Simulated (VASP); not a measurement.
# LiH2 (I4/mmm) in VASP: reference runs

How does LiH2 come out in PBE? The cell is run as given.

Program: VASP 6.6.1. These are calculated values, not measurements. Logs are shortened: lines on timing, memory, paths and dates and some standing lists are left out, and cuts for length are marked.

## Step 1: The structure

It takes space group I4/mmm (No. 139, tetragonal). Conventional cell: a = 3.552 Å, b = 3.552 Å, c = 3.147 Å, α = 90.00°, β = 90.00°, γ = 90.00°. Around Li (site symmetry 4/mmm) lie 8 H at 1.94 Å. H (site symmetry -4m2) has 2 H at 1.57 Å as nearest neighbours.

The cell was built by a generator and needn't be a form met in nature.

## Step 2: Single point, PBE

File INCAR:

```
ALGO = Normal
EDIFF = 1E-7
ENCUT = 520
GGA = PE
ISIF = 2
ISMEAR = -1
LASPH = T
LCHARG = F
LREAL = F
LWAVE = F
NBANDS = 10
NELM = 80
PREC = Accurate
SIGMA = 0.05
```

File KPOINTS:

```
k-points
0
Gamma
  11 11 11
```

File POSCAR:

```
LiH2
1.0
   -1.7759100000      1.7759100000      1.5733100000
    1.7759100000     -1.7759100000      1.5733100000
    1.7759100000      1.7759100000     -1.5733100000
Li H
1 2
Direct
    0.0000000000      0.0000000000      0.0000000000
    0.2500000000      0.7500000000      0.5000000000
    0.7500000000      0.2500000000      0.5000000000
```

Potentials or basis: VASP PAW PBE potentials, release 64 (Li_sv, H).

Run with:

```console
$ cat potpaw_PBE.64/Li_sv/POTCAR potpaw_PBE.64/H/POTCAR > POTCAR
$ mpirun -np 1 vasp_std > vasp.out
```

OUTCAR:

```text
EDIFF = 1E-7
   ENCUT = 520
   GGA = PE
   ISIF = 2
   ISMEAR = -1
   LASPH = T
   LREAL = F
   NELM = 80
   PREC = Accurate

 ion  position               nearest neighbor table
   1  0.000  0.000  0.000-
   2  0.250  0.750  0.500-
   3  0.750  0.250  0.500-

  LATTYP: Found a body centered tetragonal cell.
 ALAT       =     3.5518200000
 C/A-ratio  =     0.8859176422

  Lattice vectors:

 A1 = (  -1.7759100000,   1.7759100000,   1.5733100000)
 A2 = (   1.7759100000,  -1.7759100000,   1.5733100000)
 A3 = (   1.7759100000,   1.7759100000,  -1.5733100000)

Analysis of symmetry for initial positions (statically):
=====================================================================
 Subroutine PRICEL returns:
 Original cell was already a primitive cell.

 Routine SETGRP: Setting up the symmetry group for a
 body centered tetragonal supercell.

 Subroutine GETGRP returns: Found 16 space group operations
 (whereof 16 operations were pure point group operations)
 out of a pool of 16 trial point group operations.

The static configuration has the point symmetry D_4h.

Analysis of symmetry for dynamics (positions and initial velocities):
=====================================================================
 Subroutine PRICEL returns:
 Original cell was already a primitive cell.

 Routine SETGRP: Setting up the symmetry group for a
 body centered tetragonal supercell.

 Subroutine GETGRP returns: Found 16 space group operations
 (whereof 16 operations were pure point group operations)
 out of a pool of 16 trial point group operations.

The dynamic configuration has the point symmetry D_4h.

 Subroutine INISYM returns: Found 16 space group operations
 (whereof 16 operations are pure point group operations),
 and found     1 'primitive' translations

----------------------------------------------------------------------------------------

                                     Primitive cell

  volume of cell :      19.8480

  direct lattice vectors                    reciprocal lattice vectors
    -1.775910000  1.775910000  1.573310000     0.000000000  0.281545799  0.317801323
     1.775910000 -1.775910000  1.573310000     0.281545799  0.000000000  0.317801323
     1.775910000  1.775910000 -1.573310000     0.281545799  0.281545799  0.000000000

  length of vectors
     2.963615530  2.963615530  2.963615530     0.424577105  0.424577105  0.398165887
[... 89 lines left out ...]
   ISIF   =      2    stress and relaxation
   ISYM   =      2    0-nonsym 1-usesym 2-fastsym
   POTIM  = 0.5000    time-step for ionic-motion
   TEBEG  =    0.0;   TEEND  =   0.0 temperature during run
   PSTRESS=    0.0 pullay stress
   NELECT =       5.0000    total number of electrons
   NUPDOWN=      -1.0000    fix difference up-down
   EMIN   =  10.00;   EMAX   =-10.00  energy-range for DOS
   EFERMI =   0.00;   METHOD = LEGACY
   ISMEAR =    -1;   SIGMA  =   0.05  broadening in eV -4-tet -1-fermi 0-gaus
   EFERMI_NEDOS =   21; number of points for ismear=-14 and -15
   IALGO  =     38    algorithm
   IMIX   =      4    mixing-type and parameters
     AMIX     =   0.40;   BMIX     =  1.00
     AMIX_MAG =   1.60;   BMIX_MAG =  1.00
  volume/ion in A,a.u.               =       6.62        44.65
  Fermi-wavevector in a.u.,A,eV,Ry     =   1.033934  1.953852 14.544890  1.069019
  Thomas-Fermi vector in A             =   2.168205
   LORBIT       =      0    0 simple, 1 ext, 2 COOP (PROOUT), +10 PAW based schemes
   GGA     = PE    functional components
   LHFCALC =     F    Hartree Fock is set to
   AEXX    =    0.0000 exact exchange contribution
   IVDW    =     0    specifies the selected vdW correction
   LEPSILON=     F    determine dielectric tensor
   LRPA    =     F    only Hartree local field effects (RPA)
 non-spin polarized calculation
  energy-cutoff  :      520.00
  volume of cell :       19.85
 maximum number of plane-waves:       554
 NGX is ok and might be reduce to    24
   NGX = 11   NGY = 11   NGZ = 11

 number of electron       5.0000001 magnetization

 Free energy of the ion-electron system (eV)
  ---------------------------------------------------
  ext. energy  EPLUGINS =         0.00000000
  ---------------------------------------------------
  free energy    TOTEN  =        -8.16800038 eV

  energy without entropy =       -8.16590282  energy(sigma->0) =       -8.16695160

 E-fermi :   2.0574     XC(G=0):  -8.7681

 val. band max:        2.0550944058   @ k =   0.4545   0.2727   0.0909
 cond. band min:       2.1581807087   @ k =  -0.2727   0.4545   0.1818
 fundamental gap:      0.1030863029
 Fermi energy:         2.0573541258

 k-point     1 :       0.0000    0.0000    0.0000
  band No.  band energies     occupation
      1     -44.3531      2.00000
      2      -7.3598      2.00000
      3       8.0577      0.00000
      4      14.4034      0.00000
      5      14.5067      0.00000
      6      14.5067      0.00000
      7      17.1726      0.00000
      8      18.4930      0.00000
      9      18.5448      0.00000
     10      20.3754      0.00000
[... 287 lines left out ...]
 k-point    24 :      -0.1818    0.1818    0.0000
  band No.  band energies     occupation
      1     -44.3463      2.00000
      2      -6.9114      2.00000
      3       7.3938      0.00000
      4       9.1876      0.00000
      5      14.2293      0.00000
      6      14.9731      0.00000
      7      15.4850      0.00000
      8      17.3888      0.00000
      9      20.5083      0.00000
     10      22.5015      0.00000

 [... further k-points ...]

------------------------ aborting loop because EDIFF is reached ----------------------------------------

  FORCE on cell =-STRESS in cart. coord.  units (eV):
  Direction    XX          YY          ZZ          XY          YZ          ZX
  --------------------------------------------------------------------------------------
  -------------------------------------------------------------------------------------
  Total       -0.0127421     -0.0127421     -0.0617406      0.0000000     -0.0000000      0.0000000
  in kB       -1.0285707     -1.0285707     -4.9838513      0.0000000     -0.0000000      0.0000000
  external PRESSURE =      -2.3469975 kB  Pullay stress =       0.0000000 kB

 VOLUME and BASIS-vectors are now :
 -----------------------------------------------------------------------------
  energy-cutoff  :      520.00
  volume of cell :       19.85
      direct lattice vectors                 reciprocal lattice vectors
    -1.775910000  1.775910000  1.573310000     0.000000000  0.281545799  0.317801323
     1.775910000 -1.775910000  1.573310000     0.281545799  0.000000000  0.317801323
     1.775910000  1.775910000 -1.573310000     0.281545799  0.281545799  0.000000000

 POSITION                                       TOTAL-FORCE (eV/Angst)
 -----------------------------------------------------------------------------------
      0.00000      0.00000      0.00000        -0.000000     -0.000000     -0.000000
      1.77591     -0.00000      0.78665         0.000000     -0.000000     -0.000000
     -0.00000      1.77591      0.78665         0.000000      0.000000      0.000000
 -----------------------------------------------------------------------------------
    total drift:                                0.000000      0.000000      0.000000

  FREE ENERGIE OF THE ION-ELECTRON SYSTEM (eV)
  ---------------------------------------------------
  free  energy   TOTEN  =        -8.1680003756 eV

  energy  without entropy=       -8.1659028234  energy(sigma->0) =       -8.16695160
```

stdout:

```text
POSCAR found type information on POSCAR LiH
 POSCAR found :  2 types and       3 ions
 scaLAPACK will be used
 LDA part: xc-table for (Slater+PW92), standard interpolation
 POSCAR, INCAR and KPOINTS ok, starting setup
 FFT: planning ... GRIDC
 FFT: planning ... GRID_SOFT
 FFT: planning ... GRID
 WAVECAR not read
 entering main loop
```

Run time: 7.6 s. Hardware: 1 thread of Intel Xeon Platinum 8559C (Emerald Rapids), shared host; peak memory 0.14 GiB.

What came out:

```
Free energy            : -8.1680 eV
Band gap on the k mesh : none (metal or under the smearing width)
```

Levels at points of the mesh, in eV from the Fermi level:
| k point | band 1 | band 2 | band 3 | band 4 | band 5 | band 6 |
| --- | --- | --- | --- | --- | --- | --- |
| (0.00, 0.00, 0.00) | -46.41 | -9.42 | 6.00 | 12.35 | 12.45 | 12.45 |

Caveat: the cutoff is under 1.25 times the usual one of these potentials, so pressure, stress and relaxed cells hold a basis-set (Pulay) error.
